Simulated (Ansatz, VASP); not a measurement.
This is a calculation of EuS for VASP 6.6.1.

The input INCAR:

```
SYSTEM = EuS
PREC = Accurate
ENCUT = 520
EDIFF = 1E-7
ISMEAR = -1
SIGMA = 0.05
LREAL = .False.
LASPH = .True.
NELM = 120
ALGO = Normal
ISIF = 2
LWAVE = .False.
LCHARG = .False.
ISPIN = 2
MAGMOM = 7 0
LORBIT = 11
LMAXMIX = 6
GGA = PE
NBANDS = 22
```

File KPOINTS:

```
regular mesh
0
Gamma
  8 8 8
  0 0 0
```

POSCAR

```
EuS
1.0
    0.0000000000      2.9382450654      2.9382450654
    2.9382450654      0.0000000000      2.9382450654
    2.9382450654      2.9382450654      0.0000000000
Eu S
1 1
Direct
    0.0000000000      0.0000000000      0.0000000000
    0.5000000000      0.5000000000      0.5000000000
```

Potentials or basis: VASP PAW PBE potentials, release 64 (Eu, S).

The run is started by

```console
$ cat potpaw_PBE.64/Eu/POTCAR potpaw_PBE.64/S/POTCAR > POTCAR
$ mpirun -np 1 vasp_std > vasp.out
```

Problem. Translate it to Ansatz 0.2.0. Potentials there: Ansatz PAW.

Solution. As run (the cutoff follows the program's own potentials):

input.yaml

```yaml
crystal:
  lattice:
    - [0.0, 2.9382450654, 2.9382450654]
    - [2.9382450654, 0.0, 2.9382450654]
    - [2.9382450654, 2.9382450654, 0.0]
  atoms:
    - { symbol: Eu, position: [0.0, 0.0, 0.0], spin: 7.0 }
    - { symbol: S, position: [0.5, 0.5, 0.5] }
hamiltonian:
  xc: pbe
  pseudopotentials: { kind: paw }
magnetization:
  spin_polarized: true
kpoints:
  mp_grid: { grid: [8, 8, 8] }
scf:
  occupations: { method: fermi_dirac, width: 0.05 }
output:
  forces: true
  stress: true
  eigenvalues: true
```

Potentials or basis: Ansatz PAW.

The run is started by

```console
$ ansatz run input.yaml --threads 1 --pin off --max-ram 3584MiB --backend cpu --events-out ev --progress --plain --runs-dir out
```

Both were run:

|  | VASP | Ansatz | Ansatz less VASP |
| --- | --- | --- | --- |
| gap on the k mesh at the Fermi level (eV) | none | none | - |
| pressure (GPa) | -1.0 | -0.7 | +0.32 |
| net moment per atom (μB) | 3.48 | 3.49 | +0.002 |
| size of the moment on the site where the two differ most (μB) | 6.57 | 6.73 | +0.159 |

Site moments also hang on the region over which each program counts them. A gap of «none» marks a metal or a gap that the smearing closes.

Caveats: spin-orbit coupling is left out, which moves the levels of the heavy elements; a cell with one magnetic atom can't hold antiferromagnetic order, which such compounds often take; without U or exact exchange the open f shell lies at the Fermi level, which spoils levels, moments and volumes. The state reached can hang on the start; a lower one may exist.
